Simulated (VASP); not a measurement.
# W (Im-3m) in VASP: further runs

Runs on W. Level: PBE. Tasks: relaxation of cell and atoms.

Everything below comes from runs of VASP 6.6.1. Logs are shortened: lines on timing, memory, paths and dates and some standing lists are left out, and cuts for length are marked.

**1. Starting point**

Symmetry: Im-3m, No. 229, cubic system. The conventional cell has a = 3.165 Å, b = 3.165 Å, c = 3.165 Å, α = 90.00°, β = 90.00°, γ = 90.00°. W (site symmetry m-3m) is surrounded by 8 W at 2.74 Å.

**2. Relaxation of cell and atoms, PBE**

File INCAR:

```
PREC = Accurate ; ENCUT = 520
EDIFF = 1E-7 ; ISMEAR = 0
SIGMA = 0.1 ; LREAL = F
LASPH = T ; NELM = 60
ALGO = Normal ; ISIF = 3
LWAVE = F ; LCHARG = F
GGA = PE ; IBRION = 2
NSW = 80 ; EDIFFG = -0.002
```

File KPOINTS:

```
Automatic mesh
0
Gamma
  6 6 6
```

File POSCAR:

```
W
1.0
   -1.5823450000      1.5823450000      1.5823450000
    1.5823450000     -1.5823450000      1.5823450000
    1.5823450000      1.5823450000     -1.5823450000
W
1
Direct
    0.0000000000      0.0000000000      0.0000000000
```

Potentials or basis: VASP PAW PBE potentials, release 64 (W_sv).

The run is started by

```
$ cat potpaw_PBE.64/W_sv/POTCAR > POTCAR
$ mpirun -np 1 vasp_std > vasp.out
```

OUTCAR:

```text
PREC = Accurate
   ENCUT = 520
   EDIFF = 1E-7
   ISMEAR = 0
   LREAL = F
   LASPH = T
   NELM = 60
   ISIF = 3
   GGA = PE
   IBRION = 2
   NSW = 80
   EDIFFG = -0.002

 ion  position               nearest neighbor table
   1  0.000  0.000  0.000-

  LATTYP: Found a body centered cubic cell.
 ALAT       =     3.1646900000

  Lattice vectors:

 A1 = (  -1.5823450000,   1.5823450000,   1.5823450000)
 A2 = (   1.5823450000,  -1.5823450000,   1.5823450000)
 A3 = (   1.5823450000,   1.5823450000,  -1.5823450000)

Analysis of symmetry for initial positions (statically):
=====================================================================
 Subroutine PRICEL returns:
 Original cell was already a primitive cell.

 Routine SETGRP: Setting up the symmetry group for a
 body centered cubic supercell.

 Subroutine GETGRP returns: Found 48 space group operations
 (whereof 48 operations were pure point group operations)
 out of a pool of 48 trial point group operations.

The static configuration has the point symmetry O_h .

Analysis of symmetry for dynamics (positions and initial velocities):
=====================================================================
 Subroutine PRICEL returns:
 Original cell was already a primitive cell.

 Routine SETGRP: Setting up the symmetry group for a
 body centered cubic supercell.

 Subroutine GETGRP returns: Found 48 space group operations
 (whereof 48 operations were pure point group operations)
 out of a pool of 48 trial point group operations.

The dynamic configuration has the point symmetry O_h .

 Subroutine INISYM returns: Found 48 space group operations
 (whereof 48 operations are pure point group operations),
 and found     1 'primitive' translations

----------------------------------------------------------------------------------------

                                     Primitive cell

  volume of cell :      15.8476

  direct lattice vectors                    reciprocal lattice vectors
    -1.582345000  1.582345000  1.582345000     0.000000000  0.315986716  0.315986716
     1.582345000 -1.582345000  1.582345000     0.315986716  0.000000000  0.315986716
     1.582345000  1.582345000 -1.582345000     0.315986716  0.315986716  0.000000000

  length of vectors
     2.740701935  2.740701935  2.740701935     0.446872699  0.446872699  0.446872699

  position of ions in fractional coordinates (direct lattice)
     0.000000000  0.000000000  0.000000000

  ion indices of the primitive-cell ions
   primitive index   ion index
                 1           1

----------------------------------------------------------------------------------------

 KPOINTS: Automatic mesh

Automatic generation of k-mesh.
 Grid dimensions read from file:
 generate k-points for:    6    6    6

 Generating k-lattice:

  Cartesian coordinates                     Fractional coordinates (reciprocal lattice)
     0.000000000  0.052664453  0.052664453     0.166666667  0.000000000  0.000000000
     0.052664453  0.000000000  0.052664453     0.000000000  0.166666667  0.000000000
     0.052664453  0.052664453  0.000000000     0.000000000  0.000000000  0.166666667

  Length of vectors
     0.074478783  0.074478783  0.074478783

  Shift w.r.t. Gamma in fractional coordinates (k-lattice)
     0.000000000  0.000000000  0.000000000

 Subroutine IBZKPT returns following result:
 ===========================================

 Found     16 irreducible k-points:

 Following reciprocal coordinates:
            Coordinates               Weight
  0.000000  0.000000  0.000000      1.000000
  0.166667  0.000000  0.000000     12.000000
  0.333333  0.000000  0.000000     12.000000
  0.500000  0.000000  0.000000      6.000000
  0.166667  0.166667  0.000000     24.000000
  0.333333  0.166667  0.000000     48.000000
[... 8 lines left out ...]
  0.500000  0.500000  0.333333     12.000000
  0.500000  0.500000  0.500000      1.000000
   k-points           NKPTS =     16   k-points in BZ     NKDIM =     16   number of bands    NBANDS=     11
   number of dos      NEDOS =    301   number of ions     NIONS =      1
   total plane-waves  NPLWV =   8000
   dimension x,y,z NGX =    20 NGY =   20 NGZ =   20
   dimension x,y,z NGXF=    40 NGYF=   40 NGZF=   40
   ions per type =               1
   NGX,Y,Z   is equivalent  to a cutoff of  12.13, 12.13, 12.13 a.u.
   NGXF,Y,Z  is equivalent  to a cutoff of  24.26, 24.26, 24.26 a.u.
 SYSTEM =  unknown system
   PREC   = accura    normal or accurate (medium, high low for compatibility)
   ISTART =      0    job   : 0-new  1-cont  2-samecut
   ICHARG =      2    charge: 1-file 2-atom 10-const
   ISPIN  =      1    spin polarized calculation?
   LNONCOLLINEAR =      F non collinear calculations
   LSORBIT =      F    spin-orbit coupling
   LASPH  =      T    aspherical Exc in radial PAW
   ENCUT  =  520.0 eV  38.22 Ry    6.18 a.u.   5.10  5.10  5.10*2*pi/ulx,y,z
   NELM   =     60;   NELMIN=  2; NELMDL= -5     # of ELM steps
   EDIFF  = 0.1E-06   stopping-criterion for ELM
   LREAL  =      F    real-space projection
   EDIFFG = -.2E-02   stopping-criterion for IOM
   NSW    =     80    number of steps for IOM
   IBRION =      2    ionic relax: 0-MD 1-quasi-New 2-CG
   NFREE  =      1    steps in history (QN), initial steepest desc. (CG)
   ISIF   =      3    stress and relaxation
   ISYM   =      2    0-nonsym 1-usesym 2-fastsym
   POTIM  = 0.5000    time-step for ionic-motion
   TEBEG  =    0.0;   TEEND  =   0.0 temperature during run
   PSTRESS=    0.0 pullay stress
   NELECT =      14.0000    total number of electrons
   NUPDOWN=      -1.0000    fix difference up-down
   EMIN   =  10.00;   EMAX   =-10.00  energy-range for DOS
   EFERMI =   0.00;   METHOD = LEGACY
   ISMEAR =     0;   SIGMA  =   0.10  broadening in eV -4-tet -1-fermi 0-gaus
   EFERMI_NEDOS =   21; number of points for ismear=-14 and -15
   IALGO  =     38    algorithm
   IMIX   =      4    mixing-type and parameters
     AMIX     =   0.40;   BMIX     =  1.00
     AMIX_MAG =   1.60;   BMIX_MAG =  1.00
  volume/ion in A,a.u.               =      15.85       106.94
  Fermi-wavevector in a.u.,A,eV,Ry     =   1.570832  2.968442 33.572544  2.467512
  Thomas-Fermi vector in A             =   2.672506
   LORBIT       =      0    0 simple, 1 ext, 2 COOP (PROOUT), +10 PAW based schemes
   GGA     = PE    functional components
   LHFCALC =     F    Hartree Fock is set to
   AEXX    =    0.0000 exact exchange contribution
   IVDW    =     0    specifies the selected vdW correction
   LEPSILON=     F    determine dielectric tensor
   LRPA    =     F    only Hartree local field effects (RPA)
 conjugate gradient relaxation of ions
 non-spin polarized calculation
 Gauss-broadening in eV      SIGMA  =   0.10
  energy-cutoff  :      520.00
  volume of cell :       15.85
 maximum number of plane-waves:       438
   NGX = 11   NGY = 11   NGZ = 11

--------------------------------------- Ionic step        1  -------------------------------------------

 number of electron      14.0000004 magnetization

 Free energy of the ion-electron system (eV)
  ---------------------------------------------------
  ext. energy  EPLUGINS =         0.00000000
  ---------------------------------------------------
  free energy    TOTEN  =       -12.99757658 eV

  energy without entropy =      -12.99647383  energy(sigma->0) =      -12.99702521

------------------------ aborting loop because EDIFF is reached ----------------------------------------

  FORCE on cell =-STRESS in cart. coord.  units (eV):
  Direction    XX          YY          ZZ          XY          YZ          ZX
  --------------------------------------------------------------------------------------
  -------------------------------------------------------------------------------------
  Total        0.4266863      0.4266863      0.4266863     -0.0000000     -0.0000000     -0.0000000
  in kB       43.1375767     43.1375767     43.1375767     -0.0000000     -0.0000000     -0.0000000
  external PRESSURE =      43.1375767 kB  Pullay stress =       0.0000000 kB

 VOLUME and BASIS-vectors are now :
 -----------------------------------------------------------------------------
  energy-cutoff  :      520.00
  volume of cell :       15.85
      direct lattice vectors                 reciprocal lattice vectors
    -1.582345000  1.582345000  1.582345000     0.000000000  0.315986716  0.315986716
     1.582345000 -1.582345000  1.582345000     0.315986716  0.000000000  0.315986716
     1.582345000  1.582345000 -1.582345000     0.315986716  0.315986716  0.000000000
[... 71 lines left out ...]
 POSITION                                       TOTAL-FORCE (eV/Angst)
 -----------------------------------------------------------------------------------
      0.00000      0.00000      0.00000        -0.000000      0.000000     -0.000000
 -----------------------------------------------------------------------------------
    total drift:                                0.000000     -0.000000      0.000000

  FREE ENERGIE OF THE ION-ELECTRON SYSTEM (eV)
  ---------------------------------------------------
  free  energy   TOTEN  =       -13.0004516453 eV

  energy  without entropy=      -12.9993192488  energy(sigma->0) =      -12.99988545

--------------------------------------- Ionic step        4  -------------------------------------------

 number of electron      14.0000001 magnetization

 Free energy of the ion-electron system (eV)
  ---------------------------------------------------
  ext. energy  EPLUGINS =         0.00000000
  ---------------------------------------------------
  free energy    TOTEN  =       -13.00045306 eV

  energy without entropy =      -12.99932129  energy(sigma->0) =      -12.99988718

 E-fermi :  11.4551     XC(G=0): -13.5575

 val. band max:       11.3200773779   @ k =   0.1667   0.0000   0.0000
 cond. band min:      11.6011515389   @ k =   0.5000   0.5000   0.1667
 fundamental gap:      0.2810741609
 Fermi energy:        11.4550950289

 k-point     1 :       0.0000    0.0000    0.0000
  band No.  band energies     occupation
      1     -62.8943      2.00000
      2     -26.4807      2.00000
      3     -26.4807      2.00000
      4     -26.4807      2.00000
      5       1.6861      2.00000
      6      10.0700      2.00000
      7      10.0700      2.00000
      8      10.0700      2.00000
      9      13.5041      0.00000
     10      13.5041      0.00000
     11      25.7342      0.00000

 k-point     2 :       0.1667    0.0000    0.0000
  band No.  band energies     occupation
      1     -62.8628      2.00000
      2     -26.8083      2.00000
      3     -26.5842      2.00000
      4     -26.4823      2.00000
      5       2.9144      2.00000
      6       9.3754      2.00000
      7       9.7640      2.00000
      8      11.3201      1.94379
      9      12.8182      0.00000
     10      13.5504      0.00000
     11      26.4531      0.00000
[... 216 lines left out ...]
 POSITION                                       TOTAL-FORCE (eV/Angst)
 -----------------------------------------------------------------------------------
      0.00000      0.00000      0.00000         0.000000      0.000000     -0.000000
 -----------------------------------------------------------------------------------
    total drift:                                0.000000     -0.000000      0.000000

  FREE ENERGIE OF THE ION-ELECTRON SYSTEM (eV)
  ---------------------------------------------------
  free  energy   TOTEN  =       -13.0004530605 eV

  energy  without entropy=      -12.9993212946  energy(sigma->0) =      -12.99988718

 reached required accuracy - stopping structural energy minimisation
```

Run time: 8.6 s. Hardware: 1 thread of Intel Xeon Platinum 8559C (Emerald Rapids), shared host; peak memory 0.13 GiB.

What came out:

```yaml
Free_energy: -13.0005 eV
Relaxed_volume: 16.06 Å³/atom
Relaxed_cell: a = 2.753 Å, b = 2.753 Å, c = 2.753 Å, α = 109.47°, β = 109.47°, γ = 109.47°
Space_group_after_relaxing_to_0.05_Å: Im-3m (No. 229)
Energy_gained_by_relaxing: 2.9 meV/atom
Ionic_steps: 4
Pressure_after_relaxing: 0.0 GPa
Band_gap_on_the_k_mesh: none (metal or under the smearing width)
```

Step by step:
```
step  energy change (eV)  largest force (eV/Å)  pressure (GPa)  volume (Å³)
   1              0.0000                0.0000            4.31        15.85
   2              0.0308                0.0000          -13.19        16.85
   3             -0.0029                0.0000           -0.07        16.07
   4             -0.0029                0.0000            0.01        16.06
```

Final structure:
```cif
data_structure
_symmetry_space_group_name_H-M 'P 1'
_symmetry_Int_Tables_number 1
_cell_length_a 2.7531
_cell_length_b 2.7531
_cell_length_c 2.7531
_cell_angle_alpha 109.471
_cell_angle_beta 109.471
_cell_angle_gamma 109.471
_cell_volume 16.06
loop_
_atom_site_label
_atom_site_type_symbol
_atom_site_fract_x
_atom_site_fract_y
_atom_site_fract_z
_atom_site_occupancy
W1 W 0.00000 0.00000 0.00000 1
```

Levels at points of the mesh, in eV from the Fermi level:
```csv
k point,band 5,band 6,band 7,band 8,band 9,band 10
"(0.00, 0.00, 0.00)",-9.77,-1.39,-1.39,-1.39,2.05,2.05
"(0.50, 0.00, 0.00)",-6.39,-3.69,0.43,1.94,2.90,5.87
"(0.50, 0.50, 0.50)",-5.92,-5.92,4.90,4.90,4.90,7.94
```

Caveat: the k mesh is coarse (spacing up to 0.47 Å⁻¹), so the values aren't converged. Spin-orbit coupling is left out, which matters for the levels of W.

**3. Relaxation of cell and atoms, PBE**

This run uses another cell than the first one, of 16.06 Å³/atom, 1.014 times its volume.

INCAR is that of step 2.

KPOINTS is that of step 2.

File POSCAR:

```
W                                       
1.0
   -1.5895238436      1.5895238436      1.5895238436
    1.5895238436     -1.5895238436      1.5895238436
    1.5895238436      1.5895238436     -1.5895238436
  W             
     1
Direct
     0.0000000000000000    0.0000000000000000    0.0000000000000000
```

Potentials or basis: VASP PAW PBE potentials, release 64 (W_sv).

The run is started by

```
$ cat potpaw_PBE.64/W_sv/POTCAR > POTCAR
$ mpirun -np 1 vasp_std > vasp.out
```

OUTCAR:

```text
PREC = Accurate
   ENCUT = 520
   EDIFF = 1E-7
   ISMEAR = 0
   LREAL = F
   LASPH = T
   NELM = 60
   ISIF = 3
   GGA = PE
   IBRION = 2
   NSW = 80
   EDIFFG = -0.002

 ion  position               nearest neighbor table
   1  0.000  0.000  0.000-

  LATTYP: Found a body centered cubic cell.
 ALAT       =     3.1790476872

  Lattice vectors:

 A1 = (  -1.5895238436,   1.5895238436,   1.5895238436)
 A2 = (   1.5895238436,  -1.5895238436,   1.5895238436)
 A3 = (   1.5895238436,   1.5895238436,  -1.5895238436)

Analysis of symmetry for initial positions (statically):
=====================================================================
 Subroutine PRICEL returns:
 Original cell was already a primitive cell.

 Routine SETGRP: Setting up the symmetry group for a
 body centered cubic supercell.

 Subroutine GETGRP returns: Found 48 space group operations
 (whereof 48 operations were pure point group operations)
 out of a pool of 48 trial point group operations.

The static configuration has the point symmetry O_h .

Analysis of symmetry for dynamics (positions and initial velocities):
=====================================================================
 Subroutine PRICEL returns:
 Original cell was already a primitive cell.

 Routine SETGRP: Setting up the symmetry group for a
 body centered cubic supercell.

 Subroutine GETGRP returns: Found 48 space group operations
 (whereof 48 operations were pure point group operations)
 out of a pool of 48 trial point group operations.

The dynamic configuration has the point symmetry O_h .

 Subroutine INISYM returns: Found 48 space group operations
 (whereof 48 operations are pure point group operations),
 and found     1 'primitive' translations

----------------------------------------------------------------------------------------

                                     Primitive cell

  volume of cell :      16.0643

  direct lattice vectors                    reciprocal lattice vectors
[... 105 lines left out ...]
   LEPSILON=     F    determine dielectric tensor
   LRPA    =     F    only Hartree local field effects (RPA)
 conjugate gradient relaxation of ions
 non-spin polarized calculation
 Gauss-broadening in eV      SIGMA  =   0.10
  energy-cutoff  :      520.00
  volume of cell :       16.06
 maximum number of plane-waves:       444
   NGX = 11   NGY = 11   NGZ = 11

 number of electron      14.0000001 magnetization

 Free energy of the ion-electron system (eV)
  ---------------------------------------------------
  ext. energy  EPLUGINS =         0.00000000
  ---------------------------------------------------
  free energy    TOTEN  =       -13.00059042 eV

  energy without entropy =      -12.99945873  energy(sigma->0) =      -13.00002458

 E-fermi :  11.4551     XC(G=0): -13.5574

 val. band max:       11.3200793266   @ k =   0.1667   0.0000   0.0000
 cond. band min:      11.6011545852   @ k =   0.5000   0.5000   0.1667
 fundamental gap:      0.2810752586
 Fermi energy:        11.4550958175

 k-point     1 :       0.0000    0.0000    0.0000
  band No.  band energies     occupation
      1     -62.8943      2.00000
      2     -26.4807      2.00000
      3     -26.4807      2.00000
      4     -26.4807      2.00000
      5       1.6861      2.00000
      6      10.0700      2.00000
      7      10.0700      2.00000
      8      10.0700      2.00000
      9      13.5041      0.00000
     10      13.5041      0.00000
     11      25.7342      0.00000
[... 197 lines left out ...]
 k-point    16 :       0.5000    0.5000    0.5000
  band No.  band energies     occupation
      1     -62.6729      2.00000
      2     -27.3474      2.00000
      3     -27.3474      2.00000
      4     -27.3474      2.00000
      5       5.5309      2.00000
      6       5.5309      2.00000
      7      16.3574      0.00000
      8      16.3574      0.00000
      9      16.3574      0.00000
     10      19.3954      0.00000
     11      19.3954      0.00000

------------------------ aborting loop because EDIFF is reached ----------------------------------------

  FORCE on cell =-STRESS in cart. coord.  units (eV):
  Direction    XX          YY          ZZ          XY          YZ          ZX
  --------------------------------------------------------------------------------------
  -------------------------------------------------------------------------------------
  Total        0.0007666      0.0007666      0.0007666      0.0000000      0.0000000     -0.0000000
  in kB        0.0764524      0.0764524      0.0764524      0.0000000      0.0000000     -0.0000000
  external PRESSURE =       0.0764524 kB  Pullay stress =       0.0000000 kB

 VOLUME and BASIS-vectors are now :
 -----------------------------------------------------------------------------
  energy-cutoff  :      520.00
  volume of cell :       16.06
      direct lattice vectors                 reciprocal lattice vectors
    -1.589523844  1.589523844  1.589523844     0.000000000  0.314559610  0.314559610
     1.589523844 -1.589523844  1.589523844     0.314559610  0.000000000  0.314559610
     1.589523844  1.589523844 -1.589523844     0.314559610  0.314559610  0.000000000

 POSITION                                       TOTAL-FORCE (eV/Angst)
 -----------------------------------------------------------------------------------
      0.00000      0.00000      0.00000         0.000000     -0.000000     -0.000000
 -----------------------------------------------------------------------------------
    total drift:                                0.000000     -0.000000      0.000000

  FREE ENERGIE OF THE ION-ELECTRON SYSTEM (eV)
  ---------------------------------------------------
  free  energy   TOTEN  =       -13.0005904246 eV

  energy  without entropy=      -12.9994587349  energy(sigma->0) =      -13.00002458

 reached required accuracy - stopping structural energy minimisation
```

CONTCAR:

```text
W
   1.00000000000000
    -1.5895238436000001    1.5895238436000001    1.5895238436000001
     1.5895238436000001   -1.5895238436000001    1.5895238436000001
     1.5895238436000001    1.5895238436000001   -1.5895238436000001
  W
     1
Direct
     0.0000000000000000    0.0000000000000000    0.0000000000000000

  0.00000000E+00  0.00000000E+00  0.00000000E+00
```

Wall time 3.2 s (1 thread of Intel Xeon Platinum 8559C (Emerald Rapids), shared host); peak memory 0.12 GiB.

Results:

```
Free energy             : -13.0006 eV
Pressure after relaxing : 0.0 GPa
Band gap on the k mesh  : none (metal or under the smearing width)
```

Final structure:
```
CELL_PARAMETERS angstrom
-1.58952 1.58952 1.58952
1.58952 -1.58952 1.58952
1.58952 1.58952 -1.58952
ATOMIC_POSITIONS crystal
W 0.00000 0.00000 0.00000
```

Caveat: the k mesh is coarse (spacing up to 0.47 Å⁻¹), so the values aren't converged; the relaxation stopped at its first step, so nothing moved. Spin-orbit coupling is left out, which matters for the levels of W.
